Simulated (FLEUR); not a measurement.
A run of FLEUR MaX-R8.1 (later development tree) is set up as follows.

The input inp.xml:

```xml
<?xml version="1.0" encoding="UTF-8" standalone="no"?>
<fleurInput fleurInputVersion="0.39">
   <comment>
      BN                                                                                                  
   </comment>
   <calculationSetup>
      <cutoffs Kmax="5.26" Gmax="16.3" GmaxXC="16.3" numbands="0"/>
      <scfLoop itmax="60" minDistance="0.00001" maxIterBroyd="15" imix="Anderson" alpha="0.05" precondParam="0.0" spinf="2.0" sdNocoIR="T"/>
      <coreElectrons ctail="T" frcor="F" kcrel="0" coretail_lmax="0"/>
      <xcFunctional name="PBEs" relativisticCorrections="F"/>
      <magnetism jspins="1"/>
      <soc l_soc="F" theta="0.0" phi="0.0" spav="F"/>
      <expertModes spex="0" secvar="F"/>
      <geometryOptimization l_f="F" forcealpha="1.0" forcemix="BFGS" epsdisp="0.00001" epsforce="0.00001"/>
      <ldaU l_linMix="F" mixParam="0.05" spinf="1.0"/>
   </calculationSetup>
   <cell>
      <bzIntegration valenceElectrons="8.0" mode="hist" fermiSmearingEnergy="0.00183747">
         <kPointListSelection listName="default-1"/>
         <!-- k-points included here -->
         <xi:include xmlns:xi="http://www.w3.org/2001/XInclude" href="kpts.xml"> </xi:include>
      </bzIntegration>
      <!-- symmetry operations included here -->
      <xi:include xmlns:xi="http://www.w3.org/2001/XInclude" href="sym.xml"> </xi:include>
      <bulkLattice scale="1.0">
         <bravaisMatrix>
            <row-1>    0.0000000000000000     3.4260753536259245     3.4260753536259245</row-1>
            <row-2>    3.4260753536259245     0.0000000000000000     3.4260753536259245</row-2>
            <row-3>    3.4260753536259245     3.4260753536259245     0.0000000000000000</row-3>
         </bravaisMatrix>
      </bulkLattice>
   </cell>
   <atomSpecies>
      <species name="Nitrogen (N)" element="N" atomicNumber="7">
         <mtSphere radius="1.37" gridPoints="453" logIncrement="0.023"/>
         <atomicCutoffs lmax="8" lnonsphr="8"/>
         <electronConfig flipSpins="F">
            <coreConfig>(1s1/2)</coreConfig>
            <valenceConfig>(2s1/2) (2p1/2) (2p3/2)</valenceConfig>
            <stateOccupation state="(2p1/2)" spinUp="0.500000" spinDown="0.500000"/>
            <stateOccupation state="(2p3/2)" spinUp="1.000000" spinDown="1.000000"/>
         </electronConfig>
         <energyParameters s="2" p="2" d="3" f="4"/>
         <lo type="SCLO" l="0" n="2" eDeriv="2"/>
         <lo type="SCLO" l="1" n="2" eDeriv="2"/>
         <lo type="SCLO" l="2" n="3" eDeriv="2"/>
      </species>
      <species name="Boron (B)" element="B" atomicNumber="5">
         <mtSphere radius="1.37" gridPoints="453" logIncrement="0.022"/>
         <atomicCutoffs lmax="8" lnonsphr="8"/>
         <electronConfig flipSpins="F">
            <coreConfig>(1s1/2)</coreConfig>
            <valenceConfig>(2s1/2) (2p1/2) (2p3/2)</valenceConfig>
            <stateOccupation state="(2p1/2)" spinUp="0.166667" spinDown="0.166667"/>
            <stateOccupation state="(2p3/2)" spinUp="0.333333" spinDown="0.333333"/>
         </electronConfig>
         <energyParameters s="2" p="2" d="3" f="4"/>
         <lo type="SCLO" l="0" n="2" eDeriv="2"/>
         <lo type="SCLO" l="1" n="2" eDeriv="2"/>
         <lo type="SCLO" l="2" n="3" eDeriv="2"/>
      </species>
   </atomSpecies>
   <atomGroups>
      <atomGroup species="Nitrogen (N)">
         <relPos label="                   1">1.000/4.000 1.000/4.000 1.000/4.000</relPos>
         <force calculate="T" relaxXYZ="TTT"/>
      </atomGroup>
      <atomGroup species="Boron (B)">
         <relPos label="                   2">.0000000000 .0000000000 .0000000000</relPos>
         <force calculate="T" relaxXYZ="TTT"/>
      </atomGroup>
   </atomGroups>
   <output dos="F" band="F" slice="F">
      <checks vchk="F" cdinf="F"/>
      <bandDOS minEnergy="-.5*Htr" maxEnergy="0.5*Htr" sigma="0.015" storeEVData="T"/>
      <vacuumDOS vacdos="F" integ="F" star="F" nstars="0" locx1="0.0" locy1="0.0" locx2="0.0" locy2="0.0" nstm="0" tworkf="0.0"/>
      <unfoldingBand unfoldBand="F" supercellX="1" supercellY="1" supercellZ="1"/>
      <plotting iplot="0" polar="F">
         <plot TwoD="T" vec1="  1.0  0.0  0.0" vec2="  0.0  1.0  0.0" vec3="  0.0  0.0  1.0" zero="  0.0  0.0  0.0" file="plot"/>
      </plotting>
      <chargeDensitySlicing numkpt="0" minEigenval="0.0" maxEigenval="0.0" nnne="0" pallst="F"/>
      <specialOutput eonly="F"/>
      <moessbauerParams electricFieldGradient="T" isomerShift="T" coreHyperfine="T" valenceHyperfine="T"/>
      <magneticCircularDichroism mcd="F" energyLo="-10.0" energyUp="0.0"/>
   </output>
  <!-- We include the file relax.xml here to enable relaxations (see documentation) -->
  <xi:include xmlns:xi="http://www.w3.org/2001/XInclude" href="relax.xml"> <xi:fallback/> </xi:include>
</fleurInput>
```

The input crystal.txt:

```
BN
&input cartesian=F /
0.0000000000  1.8130010000  1.8130010000
1.8130010000  0.0000000000  1.8130010000
1.8130010000  1.8130010000  0.0000000000
1.8897261246
1.0 1.0 1.0

2
7 0.2500000000  0.2500000000  0.2500000000
5 0.0000000000  0.0000000000  0.0000000000

&kpt div1=13 div2=13 div3=13 gamma=T /
```

The input inp.xml (bands):

```
<?xml version="1.0" encoding="UTF-8" standalone="no"?>
<fleurInput fleurInputVersion="0.39">
   <comment>
      BN                                                                                                  
   </comment>
   <calculationSetup>
      <cutoffs Kmax="5.26" Gmax="16.3" GmaxXC="16.3" numbands="0"/>
      <scfLoop itmax="60" minDistance="0.00001" maxIterBroyd="15" imix="Anderson" alpha="0.05" precondParam="0.0" spinf="2.0" sdNocoIR="T"/>
      <coreElectrons ctail="T" frcor="F" kcrel="0" coretail_lmax="0"/>
      <xcFunctional name="PBEs" relativisticCorrections="F"/>
      <magnetism jspins="1"/>
      <soc l_soc="F" theta="0.0" phi="0.0" spav="F"/>
      <expertModes spex="0" secvar="F"/>
      <geometryOptimization l_f="F" forcealpha="1.0" forcemix="BFGS" epsdisp="0.00001" epsforce="0.00001"/>
      <ldaU l_linMix="F" mixParam="0.05" spinf="1.0"/>
   </calculationSetup>
   <cell>
      <bzIntegration valenceElectrons="8.0" mode="hist" fermiSmearingEnergy="0.00183747">
         <kPointListSelection listName="path-1"/>
         <!-- k-points included here -->
         <xi:include xmlns:xi="http://www.w3.org/2001/XInclude" href="kpts.xml"> </xi:include>
      </bzIntegration>
      <!-- symmetry operations included here -->
      <xi:include xmlns:xi="http://www.w3.org/2001/XInclude" href="sym.xml"> </xi:include>
      <bulkLattice scale="1.0">
         <bravaisMatrix>
            <row-1>    0.0000000000000000     3.4260753536259245     3.4260753536259245</row-1>
            <row-2>    3.4260753536259245     0.0000000000000000     3.4260753536259245</row-2>
            <row-3>    3.4260753536259245     3.4260753536259245     0.0000000000000000</row-3>
         </bravaisMatrix>
      </bulkLattice>
   </cell>
   <atomSpecies>
      <species name="Nitrogen (N)" element="N" atomicNumber="7">
         <mtSphere radius="1.37" gridPoints="453" logIncrement="0.023"/>
         <atomicCutoffs lmax="8" lnonsphr="8"/>
         <electronConfig flipSpins="F">
            <coreConfig>(1s1/2)</coreConfig>
            <valenceConfig>(2s1/2) (2p1/2) (2p3/2)</valenceConfig>
            <stateOccupation state="(2p1/2)" spinUp="0.500000" spinDown="0.500000"/>
            <stateOccupation state="(2p3/2)" spinUp="1.000000" spinDown="1.000000"/>
         </electronConfig>
         <energyParameters s="2" p="2" d="3" f="4"/>
         <lo type="SCLO" l="0" n="2" eDeriv="2"/>
         <lo type="SCLO" l="1" n="2" eDeriv="2"/>
         <lo type="SCLO" l="2" n="3" eDeriv="2"/>
      </species>
      <species name="Boron (B)" element="B" atomicNumber="5">
         <mtSphere radius="1.37" gridPoints="453" logIncrement="0.022"/>
         <atomicCutoffs lmax="8" lnonsphr="8"/>
         <electronConfig flipSpins="F">
            <coreConfig>(1s1/2)</coreConfig>
            <valenceConfig>(2s1/2) (2p1/2) (2p3/2)</valenceConfig>
            <stateOccupation state="(2p1/2)" spinUp="0.166667" spinDown="0.166667"/>
            <stateOccupation state="(2p3/2)" spinUp="0.333333" spinDown="0.333333"/>
         </electronConfig>
         <energyParameters s="2" p="2" d="3" f="4"/>
         <lo type="SCLO" l="0" n="2" eDeriv="2"/>
         <lo type="SCLO" l="1" n="2" eDeriv="2"/>
         <lo type="SCLO" l="2" n="3" eDeriv="2"/>
      </species>
   </atomSpecies>
   <atomGroups>
      <atomGroup species="Nitrogen (N)">
         <relPos label="                   1">1.000/4.000 1.000/4.000 1.000/4.000</relPos>
         <force calculate="T" relaxXYZ="TTT"/>
      </atomGroup>
      <atomGroup species="Boron (B)">
         <relPos label="                   2">.0000000000 .0000000000 .0000000000</relPos>
         <force calculate="T" relaxXYZ="TTT"/>
      </atomGroup>
   </atomGroups>
   <output dos="F" band="T" slice="F">
      <checks vchk="F" cdinf="F"/>
      <bandDOS minEnergy="-.5*Htr" maxEnergy="0.5*Htr" sigma="0.015" storeEVData="T"/>
      <vacuumDOS vacdos="F" integ="F" star="F" nstars="0" locx1="0.0" locy1="0.0" locx2="0.0" locy2="0.0" nstm="0" tworkf="0.0"/>
      <unfoldingBand unfoldBand="F" supercellX="1" supercellY="1" supercellZ="1"/>
      <plotting iplot="0" polar="F">
         <plot TwoD="T" vec1="  1.0  0.0  0.0" vec2="  0.0  1.0  0.0" vec3="  0.0  0.0  1.0" zero="  0.0  0.0  0.0" file="plot"/>
      </plotting>
      <chargeDensitySlicing numkpt="0" minEigenval="0.0" maxEigenval="0.0" nnne="0" pallst="F"/>
      <specialOutput eonly="F"/>
      <moessbauerParams electricFieldGradient="T" isomerShift="T" coreHyperfine="T" valenceHyperfine="T"/>
      <magneticCircularDichroism mcd="F" energyLo="-10.0" energyUp="0.0"/>
   </output>
  <!-- We include the file relax.xml here to enable relaxations (see documentation) -->
  <xi:include xmlns:xi="http://www.w3.org/2001/XInclude" href="relax.xml"> <xi:fallback/> </xi:include>
</fleurInput>
```

Potentials or basis: all-electron, FLAPW.

Run with:

```bash
$ inpgen -f crystal.txt -profile fastHighL
$ # inp.xml edited to the form shown
$ fleur_MPI
$ fleur_MPI   # second run, on inp.xml (bands)
```

What does it give for the band gap along the path?

4.27 eV, indirect (least direct gap 8.72 eV).

Estimate the band gap on the k mesh.

4.35 eV, indirect (least direct gap 8.72 eV).

Core levels (eV from the Fermi level):
```
atom        levels
 1 N  1s1/2 -373.6
 2 B  1s1/2 -171.5
```

**The experiment to reproduce.**

A printed reference work, monograph reports, for a bulk crystal of BN at 300 K: band gap 6.4 eV (indirect).

Measured gap of BN: 6.4 eV (indirect; 300 K; a printed reference work, monograph). This calculation gives 4.27 eV (-2.13 eV). The value is that of PBEsol, without temperature or zero-point motion. Semilocal functionals fall short of measured gaps as a rule. The cell is a database's relaxed one, not the measured one, which moves gaps too.
